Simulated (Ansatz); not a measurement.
A relaxation of cell and atoms of MgO in the CsCl structure with the plane-wave code Ansatz, at the level r2SCAN. It starts from the PBE minimum.

The input:
```yaml
crystal:
  lattice:
    - [2.659821623, 0.0, 0.0]
    - [0.0, 2.659821623, 0.0]
    - [0.0, 0.0, 2.659821623]
  atoms:
    - { symbol: Mg, position: [0.0, 0.0, 0.0] }
    - { symbol: O, position: [0.5, 0.5, 0.5] }
kpoints:
  mp_grid: { grid: [8, 8, 8] }
hamiltonian:
  xc: r2scan
scf:
  occupations: { method: fermi_dirac, width: 0.02 }
relax:
  f_tol: 0.005
  cell: {}
output:
  write_density: true
  write_potential: true
  elf: true
  volumetric_format: npy
```

Run as `ansatz run input.yaml --threads 4 --pin off --max-ram 7372MiB --backend cpu --events-out ev --progress --plain --runs-dir out`. It took 3.7 s on 4 threads of Arm Neoverse N1, on a shared host; peak host memory 0.36 GiB.

Output, abridged:
```
Functional definition: r2SCAN
Crystal: 2 atoms, lattice volume = 18.817 Å³
Basis set: ecut = 500 eV, 461 PW (Γ)
Bands: 12, of which v1, the nominal top of the filled ones, is band 8 counted from 1 (7 counted from 0)
Symmetry: 48 space group operations
Space group: Pm-3m (ITA 221)
k-points: 35 of 512
relax step 1: F+E_penalty+E_count = -2496.69906210 eV  P = -6.012 GPa  Ω = 18.817 Å³
relax step 2: F+E_penalty+E_count = -2496.70998624 eV  P = -3.256 GPa  Ω = 18.447 Å³
relax step 3: F+E_penalty+E_count = -2496.71421167 eV  P = +0.228 GPa  Ω = 18.027 Å³
relax step 4: F+E_penalty+E_count = -2496.71421908 eV  P = -0.010 GPa  Ω = 18.054 Å³
relax step 5: F+E_penalty+E_count = -2496.71387111 eV  P = +0.009 GPa  Ω = 18.054 Å³  (SCF on a basis re-selected at this cell)
SCF converged after 5 iterations
Free energy (F): -2496.713871 eV
Fermi energy:    11.687563 eV
--- Stress (GPa, compression-positive) ---
        0.009455       0.000000       0.000000
        0.000000       0.009455       0.000000
        0.000000       0.000000       0.009455
  P = ⅓ Tr σ = 0.0095 GPa (0.095 kbar)
--- Relaxed structure (4 steps of the walk, 4 accepted, 1 SCFs on fresh bases) ---
  F+E_penalty+E_count = -2496.71387111 eV
  cell:  # Å, volume = 18.0538 Å³
    - [2.623349, 0.000000, 0.000000]
    - [0.000000, 2.623349, 0.000000]
    - [0.000000, 0.000000, 2.623349]
  atoms:
    - { symbol: Mg, position: [0.000000, 0.000000, 0.000000] }
    - { symbol: O, position: [0.500000, 0.500000, 0.500000] }
```

Planar averages along the third cell vector, from rho_z.tsv and v_z.tsv (valence density with its augmentation; electrostatic potential energy of an electron, of which only differences have a meaning):

| z (Å) | ρ (e/Å³) | v_es (eV) |
| --- | --- | --- |
| 0.00 | 1.940 | -4.41 |
| 0.13 | 1.714 | -3.58 |
| 0.39 | 0.684 | 1.80 |
| 0.52 | 0.409 | 4.92 |
| 0.66 | 0.369 | 6.82 |
| 0.79 | 0.474 | 6.85 |
| 1.05 | 0.856 | 5.12 |
| 1.18 | 1.008 | 4.34 |
| 1.31 | 1.064 | 4.03 |
| 1.44 | 1.008 | 4.34 |
| 1.71 | 0.655 | 6.05 |
| 1.84 | 0.474 | 6.85 |
| 1.97 | 0.369 | 6.82 |
| 2.10 | 0.409 | 4.92 |
| 2.36 | 1.190 | -1.29 |
| 2.49 | 1.714 | -3.58 |

In 4 steps the volume changed by -4.1 %; between the first SCF and the last, each on a basis chosen for its cell, the energy fell by 7.4 meV an atom. At the end: it is cubic, Pm-3m (No. 221); a = 2.623 Å in the conventional setting, 9.03 Å³ an atom. Mg has 8 O at 2.27 Å; O has 8 Mg at 2.27 Å.

Values at 0 K without nuclear motion; spin polarisation is off, and the phase may be a hypothetical one.
